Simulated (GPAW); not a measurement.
Runs of GPAW 26.7.0 on MgB2. The structure is hexagonal, space group P6/mmm (No. 191). The conventional cell has a = 3.085 Å, b = 3.085 Å, c = 3.523 Å, α = 90.00°, β = 90.00°, γ = 120.00°. Mg (site symmetry 6/mmm) is surrounded by 12 B at 2.51 Å. Around B (site symmetry -6m2) lie 3 B at 1.78 Å. 

| task | level | potentials or basis | cell | k mesh | cutoff (eV) | maxiter | optimizer | fmax | max steps | convergence | gap on the mesh (eV) | pressure (GPa) | relaxed volume (Å³/atom) |
| --- | --- | --- | --- | --- | --- | --- | --- | --- | --- | --- | --- | --- | --- |
| relaxation of cell and atoms | PBEsol+D4 | PAW data sets generated in the run's folder for this functional, pw | relaxed | 7 × 7 × 6 | 800 | 150 | BFGS | 0.02 eV/Å | 60 | density=1e-05 forces=0.0001 | none | -0.1 | (b) |
| relaxation of cell and atoms | PBEsol+D3 | PAW data sets generated in the run's folder for this functional, pw | relaxed | 7 × 7 × 6 | 800 | 150 | BFGS | 0.02 eV/Å | 60 | density=1e-05 forces=0.0001 | none | -0.1 | 9.29 |
| relaxation of cell and atoms | PBEsol+D3(BJ)+ATM | PAW data sets generated in the run's folder for this functional, pw | relaxed | 7 × 7 × 6 | 800 | 150 | BFGS | 0.02 eV/Å | 60 | density=1e-05 forces=0.0001 | none | -0.1 | 9.28 |
| relaxation of cell and atoms | PBEsol+D3(BJ) | PAW data sets generated in the run's folder for this functional, pw | relaxed | 7 × 7 × 6 | 800 | 150 | BFGS | 0.02 eV/Å | 60 | density=1e-05 forces=0.0001 | none | -0.2 | 9.23 |
| relaxation of cell and atoms | PBEsol | PAW data sets generated in the run's folder for this functional, pw | relaxed | 7 × 7 × 6 | 800 | 150 | BFGS | 0.02 eV/Å | 60 | density=1e-05 forces=0.0001 | none | 0.0 | 9.48 |
| single point | PBE | GPAW PAW data sets (gpaw-data 1.2.1), pw | as given | 8 × 8 × 6 | 600 | 120 | - | - | - | default | none | -1.1 | - |
| single point | LDA | the program's PAW data sets (release 1.2.1) made for this functional, other valence, pw | as given | 8 × 8 × 6 | 650 | 120 | - | - | - | default | none | (a) | - |

Alike in all rows: no spin polarisation; smearing fermi-dirac 0.05 eV.

**Question.** Fill in the values left out.

**Answer.** (a) -6.2; (b) 9.34.

Caveats: later steps reuse the first step's grids (some runs); pairwise dispersion overbinds metals, which lowers pressure and volume (some runs); the cutoff is short for stress and forces, so pressures can be off by a GPa or more (some runs).

A gap of «none» marks a metal or a gap under the smearing width.

The runs don't all hold the same shells in valence.
